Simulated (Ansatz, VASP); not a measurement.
# Two plane-wave programs on Mg

Contents of INCAR:

```
SYSTEM = Mg
  PREC = Accurate
  ENCUT = 520
  EDIFF = 1E-7
  ISMEAR = 0
  SIGMA = 0.1
  LREAL = .False.
  LASPH = .True.
  NELM = 100
  ALGO = Fast
  ISIF = 2
  LWAVE = .False.
  LCHARG = .False.
  GGA = PE
  NBANDS = 9
```

Contents of KPOINTS:

```
regular mesh
0
Gamma
  6 6 4
  0 0 0
```

Contents of POSCAR:

```
Mg
1.0
    3.2093000000      0.0000000000      0.0000000000
   -1.6046500000      2.7793353284      0.0000000000
    0.0000000000      0.0000000000      5.2103000000
Mg
2
Direct
    0.3333333333      0.6666666667      0.2500000000
    0.6666666667      0.3333333333      0.7500000000
```

Input for Ansatz:

```yaml
crystal:
  lattice:
    - [3.2093, 0.0, 0.0]
    - [-1.60465, 2.7793353284, 0.0]
    - [0.0, 0.0, 5.2103]
  atoms:
    - { symbol: Mg, position: [0.3333333333, 0.6666666667, 0.25] }
    - { symbol: Mg, position: [0.6666666667, 0.3333333333, 0.75] }
basis:
  ecutwfc: 420
kpoints:
  mp_grid: { grid: [6, 6, 4] }
hamiltonian:
  xc: pbe
scf:
  occupations: { method: gaussian, width: 0.1 }
output:
  forces: true
  stress: true
  eigenvalues: true
```

Alike in both runs: task single point; functional PBE; k mesh 6 × 6 × 4; occupations gaussian, width 0.1 eV; no spin polarisation.

|  | VASP | Ansatz |
| --- | --- | --- |
| version | VASP 6.6.1 | Ansatz 0.2.0 |
| potentials or method | VASP PAW PBE potentials, release 64 (Mg) | scalar-relativistic, plane waves, PAW |
| plane-wave cutoff (eV) | 520 | 420 |
| valence electrons in the cell | 4 | 20 |

VASP gave:

```
gap on the k mesh at the Fermi level (eV)       : none
pressure (GPa)                                  : -0.5
largest component of the traceless stress (GPa) : 0.05
```

**Question.** Which values does Ansatz return?

**Answer.** gap on the k mesh at the Fermi level (eV): none; pressure (GPa): -0.4; largest component of the traceless stress (GPa): 0.05.

A gap of «none» marks a metal or a gap that the smearing closes. The functional is the same, so the differences come from potentials, cutoffs and numerics. The two sets of potentials don't hold the same shells in valence.

Caveats: the k mesh is coarse (spacing up to 0.38 Å⁻¹), so the values aren't converged.
